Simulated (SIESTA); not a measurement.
Ag2O: band structure with vdW-DF-cx

Crystal: Ag2O.

```
Ag O
1.0
     4.71800    0.00000    0.00000
     0.00000    4.71800    0.00000
     0.00000    0.00000    4.71800
Ag O
4 2
Direct
  0.75000 0.25000 0.75000
  0.75000 0.75000 0.25000
  0.25000 0.75000 0.75000
  0.25000 0.25000 0.25000
  0.50000 0.50000 0.50000
  0.00000 0.00000 0.00000
```

```json
{
  "Program": "SIESTA 5.4.2",
  "Task": "band structure",
  "Functional": "vdW-DF-cx",
  "Potentials or basis": "PseudoDojo 0.4 standard (PBE files)",
  "Basis": "DZP (energy shift 0.003 Ry; two zetas on semicore shells)",
  "Grid cutoff": "800 Ry",
  "Energy shift": "0.003 Ry",
  "k mesh": "6 × 6 × 6",
  "Occupations": "fermi-dirac, width 0.05 eV",
  "Spin": "no spin polarisation"
}
```

```yaml
Pressure: 2.1 GPa
Band_gap_on_the_k_mesh: none (metal or under the smearing width)
```

Levels at the corners of the path, in eV from the Fermi level:
```tsv
point	band 40	band 41	band 42	band 43	band 44	band 45	band 46	band 47	band 48	band 49
Γ	-2.75	-2.75	-0.11	-0.09	-0.09	-0.09	1.90	1.90	7.67	7.67
X	-2.77	-1.72	-1.72	-0.57	-0.57	2.00	2.00	4.72	4.72	7.49
M	-2.13	-1.73	-1.73	-0.93	-0.93	1.99	1.99	3.69	3.69	7.32
Γ	-2.75	-2.75	-0.11	-0.09	-0.09	-0.09	1.90	1.90	7.67	7.67
R	-2.83	-1.90	-0.80	-0.80	-0.80	2.50	2.50	2.50	4.84	4.84
X	-2.77	-1.72	-1.72	-0.57	-0.57	2.00	2.00	4.72	4.72	7.49
M	-2.13	-1.73	-1.73	-0.93	-0.93	1.99	1.99	3.69	3.69	7.32
R	-2.83	-1.90	-0.80	-0.80	-0.80	2.50	2.50	2.50	4.84	4.84
```

Wall time 2.7 min on 1 thread of Arm Neoverse V2, with other jobs on the host, peak memory 0.79 GiB.

Caveat: short orbitals over semicore shells can move pressures by several GPa; the potentials were made for another functional, which shifts forces and pressure; the basis of atomic orbitals isn't converged, which shifts pressures, moduli and gaps.
